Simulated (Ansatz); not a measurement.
Here is an Ansatz 0.2.0 calculation.

The input input.yaml:

```yaml
crystal:
  lattice:
    - [0.0, 2.60165, 2.60165]
    - [2.60165, 0.0, 2.60165]
    - [2.60165, 2.60165, 0.0]
  atoms:
    - { symbol: S, position: [0.5, 0.5, 0.5] }
    - { symbol: Mg, position: [0.0, 0.0, 0.0] }
hamiltonian:
  xc: pbe
  pseudopotentials: { kind: paw }
kpoints:
  mp_grid: { grid: [9, 9, 9] }
scf:
  occupations: { method: gaussian, width: 0.028 }
output:
  forces: true
  stress: true
  eigenvalues: true
```

Potentials or basis: Ansatz PAW.

Run with:

```bash
$ ansatz run input.yaml --threads 2 --pin off --max-ram 5632MiB --backend cpu --events-out ev --progress --plain --runs-dir out
```

What does it give for the band gap on the k mesh?

2.92 eV, indirect (least direct gap 3.72 eV).

Predict the pressure.

1.2 GPa.

Caveat: odd divisions of the mesh miss points on the zone boundary, where band edges often lie, so the gap on the mesh can be too wide. A k mesh can miss the band edges.
